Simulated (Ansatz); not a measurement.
**The polar optical mode of ZnS, worked through**

Method: DFT PBEsol, scalar-relativistic, plane waves, PAW in Ansatz. Settings: 420 eV plane-wave cutoff, Γ-centred 10×10×10 mesh, fixed occupations. No spin polarisation. Phonons by linear response, acoustic sum rule imposed.

The cell, relaxed at this level:
```cif
data_structure
_symmetry_space_group_name_H-M 'F-43m'
_symmetry_Int_Tables_number 216
_cell_length_a 5.3565
_cell_length_b 5.3565
_cell_length_c 5.3565
_cell_angle_alpha 90.000
_cell_angle_beta 90.000
_cell_angle_gamma 90.000
_cell_volume 153.69
loop_
_atom_site_label
_atom_site_type_symbol
_atom_site_symmetry_multiplicity
_atom_site_Wyckoff_symbol
_atom_site_fract_x
_atom_site_fract_y
_atom_site_fract_z
_atom_site_occupancy
Zn1 Zn 4 a 0.00000 0.00000 0.00000 1
S1 S 4 c 0.25000 0.25000 0.25000 1
```

Linear response gives ν_TO = 278.8 cm⁻¹, Born charges ±1.948 e (positive on Zn) and ε∞ = 6.095. The primitive cell holds 38.423 Å³, and the masses are 65.380 and 32.060 amu.

**Question.** Find ν_LO and the static dielectric constant.

**Answer.** The long-wave field adds a restoring force: ω_LO² − ω_TO² = Z*²e²/(ε_vac ε∞ μV). In these units ν_LO² − ν_TO² = 4.92064×10⁷ Z*²/(μ V ε∞) cm⁻², with μ = m₁m₂/(m₁ + m₂) = 21.512 amu: 37048 cm⁻². So ν_LO = √(278.8² + 37048) = 338.8 cm⁻¹, and the run gives 338.8. Lyddane–Sachs–Teller then gives ε0 = ε∞ (ν_LO/ν_TO)² = 9.00, against 9.00 in the run (it forms both from the same three quantities, so the match checks the arithmetic only). Between ν_TO and ν_LO the dielectric function is negative and an undamped crystal reflects fully: a reststrahlen band from 29.5 to 35.9 μm.

**Question.** What do the Clausius–Mossotti polarisability and the Szigeti charge come to?

**Answer.** With the Lorentz local field, α = (3V/4π)(ε∞ − 1)/(ε∞ + 2) = 5.77 Å³ for the pair, and e_S = 3Z*/(ε∞ + 2) = 0.72 e. The Born charge includes the electrons' response to the dipole's own local field, and e_S takes that enhancement out. The Lorentz field assumes point-like polarisable ions, a poor picture once ε∞ is this large, since the electron clouds then overlap or are shared, so both numbers are formal here.

**Question.** How strongly does a slow electron couple to the LO mode?

**Answer.** For one isotropic parabolic band, Fröhlich's constant is α_F = (1/ε∞ − 1/ε0) √(m* Ry/ħω_LO), with Ry = 13.606 eV, ħω_LO = 42.0 meV and m* in free-electron masses: α_F = 0.0530 × 18.00 × √m* = 0.95 √m*. The band mass isn't part of this run; for m* = 0.1, 0.3 and 1 it gives 0.30, 0.52, 0.95. In weak coupling the polaron lies α_F ħω_LO below the band edge (22 meV at m* = 0.3) with a mass m*(1 + α_F/6); past α_F of about 5 or 6 that expansion fails. A semilocal functional's ε∞ tends to be too large, which taken alone lowers α_F.

Cost: 1 run of about 1.3 core-minutes, on AMD EPYC 7R43 (Zen 3) (shared hosts).

The lattice response of ZnS is clearly polar, yet electronic polarisation supplies most of the static screening: ε∞ is 6.095 out of a total of 9.00. The Born charge of ±1.948 e lies close to the nominal ionic value, but this doesn't make the crystal a set of closed-shell ions. It is a dynamical charge, and in a polar covalent network of Zn 4s and 4p and S 3p states, it includes the charge that shifts along the bonds as the sublattices move apart.

The same polarisable valence electrons screen the long-range field, which keeps the LO–TO splitting moderate. The calculated LO frequency of 338.8 cm⁻¹ lies somewhat below the measured one while the TO mode is close to experiment, so the splitting is too small, probably in large part because the functional overscreens the field.

For the band masses considered, the Fröhlich coupling stays below the strong-coupling regime, which supports a picture of large, mobile polarons. Self-trapping of a carrier through short-range lattice distortion is a separate question that these long-wave quantities can't settle.
